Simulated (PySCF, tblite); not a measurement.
# Morpholine (chair, eq and ax) (C₄H₉NO): geometry, infrared bands, NMR shifts, spin-spin couplings, electronic excitations and core binding energies

Aim: predict the infrared bands, NMR shifts, spin-spin couplings, electronic excitations and core binding energies of Morpholine (chair, eq and ax) (C₄H₉NO) (`C1COCCN1`).

Programs: tblite 0.8.0 and PySCF 2.14.0, with density-fitted response routines of our own. Each step states its level of theory. These are calculated values for one molecule in the gas phase, unless marked as measured. Atoms are numbered from 0 throughout.

**1. Starting geometry**

15 atoms, charge 0, multiplicity 1; geometry from: force field or distance geometry start.

Bonds of the start (Å): C0–C1 1.51, C1–O2 1.41, O2–C3 1.37, C3–C4 1.52, C4–N5 1.46, N5–C0 1.45, C0–H6 1.11, C0–H7 1.12, C1–H8 1.12, C1–H9 1.11, C3–H10 1.13, C3–H11 1.10, C4–H12 1.12, C4–H13 1.10, N5–H14 1.05.

**2. Relaxing the molecule with GFN2-xTB**

What the job is given:

```
{"job": {"kind": "relax", "xc": "GFN2-xTB", "basis": "xTB"}, "charge": 0, "multiplicity": 1}
C     -1.029700     0.814400     0.226500
C     -1.247000    -0.531700    -0.420600
O     -0.092800    -1.002100    -1.072600
C      1.050800    -0.899000    -0.333900
C      1.246600     0.572000    -0.003900
N      0.210100     0.879300     0.975200
H     -1.840000     0.990400     0.960700
H     -0.969600     1.631100    -0.533600
H     -1.485600    -1.258300     0.404400
H     -2.052100    -0.512300    -1.183600
H      0.824800    -1.374200     0.664000
H      1.925100    -1.346500    -0.818600
H      1.003800     1.210000    -0.891200
H      2.268700     0.763300     0.359700
H      0.182300     0.071400     1.645600
```

On the command line:

```sh
$ OMP_NUM_THREADS=1 python probes_run.py task.json out
```

One launch serves the whole session: the jobs run in the order shown.

**Question.** This job is followed by: GFN2-xTB harmonic vibrations, gas phase; PBE0-D3(BJ)/def2-SVP geometry optimisation, gas phase; GIAO PBE0/pcSseg-1 NMR shielding, non-relativistic, gas phase; B3LYP/pcJ-1 indirect spin-spin coupling, non-relativistic, gas phase; TDDFT PBE0/def2-SVPD, vertical, gas phase, core orbitals frozen in the response; GIAO wB97X-D/pcSseg-2 NMR shielding, non-relativistic, gas phase; delta-SCF UKS SCAN, pcX-2 on the ionised atom, pcseg-1 elsewhere, spin-free X2C. What will the session give for the following? strongest single infrared mode (GFN2-xTB); zero-point energy (GFN2-xTB); point group; rotational constants (main isotopes); 13C shifts against TMS (PBE0/pcSseg-1, means over atoms taken as alike); 1H shifts against TMS (PBE0/pcSseg-1, means over atoms taken as alike); 17O shifts against H2O (PBE0/pcSseg-1); 15N shifts against NH3 (PBE0/pcSseg-1); surface potential, 1st and 99th percentile; largest coupling of the table (B3LYP/pcJ-1); lowest singlet (PBE0/def2-SVPD); brightest single state of those computed; lowest triplet; vertical ionisation energy (ΔSCF); C1s binding energies, SCAN/pcX-2; O1s binding energies, SCAN/pcX-2; N1s binding energies, SCAN/pcX-2; range of the shift of O2.

The runs gave:

| quantity | value |
| --- | --- |
| strongest single infrared mode (GFN2-xTB) | 865 cm⁻¹, 140 km/mol |
| zero-point energy (GFN2-xTB) | 82.4 kcal/mol |
| point group | Cs |
| rotational constants (main isotopes) | 4.93, 4.65, 2.71 GHz |
| 13C shifts against TMS (PBE0/pcSseg-1, means over atoms taken as alike) | 70.7, 48.5 ppm |
| 1H shifts against TMS (PBE0/pcSseg-1, means over atoms taken as alike) | 3.31, 2.60, -0.08 ppm |
| 17O shifts against H2O (PBE0/pcSseg-1) | 45.7 ppm |
| 15N shifts against NH3 (PBE0/pcSseg-1) | 47.0 ppm |
| surface potential, 1st and 99th percentile | -1.63 V and 1.31 V |
| largest coupling of the table (B3LYP/pcJ-1) | 1J(C,H) C1–H8, 144.0 Hz |
| lowest singlet (PBE0/def2-SVPD) | 5.76 eV (215 nm), f = 0.014 |
| brightest single state of those computed | state 2, 6.50 eV, f = 0.048 |
| lowest triplet | 5.55 eV |
| vertical ionisation energy (ΔSCF) | 8.30 eV |
| C1s binding energies, SCAN/pcX-2 | C1 291.92, C0 291.36 eV |
| O1s binding energies, SCAN/pcX-2 | O2 538.23 eV |
| N1s binding energies, SCAN/pcX-2 | N5 404.84 eV |
| range of the shift of O2 | 37.3 to 45.7 ppm |

What this shows: The optimisation took 50 steps and gained 0.537 eV; among the close pairs (by a distance rule), O2–C3 changed most, from 1.365 to 1.412 Å (GFN2-xTB). No mode is imaginary among the 39: a minimum at this level. The strongest single mode, at 865 cm⁻¹, moves mainly H14. GFN2-xTB is a fitted tight-binding method: band positions and strengths are rough. Its intensities can rank the bands wrongly. Over 3 steps the energy fell by 0.035 eV; of the close pairs, C3–C4 changed most, 1.534 to 1.523 Å (PBE0/def2-SVP). No frequency check was run at this level, so the end point may be a saddle. The most deshielded hydrogen is H8, H9, H10, H11 (mean) (hydrogen on an sp3 CH2 bonded to O), at 3.31 ppm: its carbon carries O, an electronegative neighbour. At PBE0/pcSseg-1: The largest span, 107 ppm, is at O2, where the paramagnetic term is -106 ppm. In the run at B3LYP/pcJ-1, the largest coupling of the table is C1–H8 (mean over like pairs), 144.0 Hz, of which the Fermi-contact term gives 143.0 Hz. Couplings across rotatable bonds belong to this one conformer; where others are populated, the observed values are averages. The first singlet state (HOMO→LUMO 0.95) lies at 5.76 eV and is weak; of the 10 states computed, the strongest absorption comes from states 2 to 3 together at 6.50 eV. The lowest triplet lies 0.21 eV below the lowest singlet (triplets in Tamm-Dancoff, singlets in full TDDFT). At PBE0/def2-SVPD, the highest states lie near or above the ionisation energy, where they hang on the basis. The orbital energy would give 6.24 eV for ionisation, ΔSCF gives 8.30 eV. Across the 2 runs the shift of O2 moves most, between 37.3 (wB97X-D/pcSseg-2) and 45.7 ppm (PBE0/pcSseg-1). Most of that comes from the computed reference, not from the atom's own shielding.
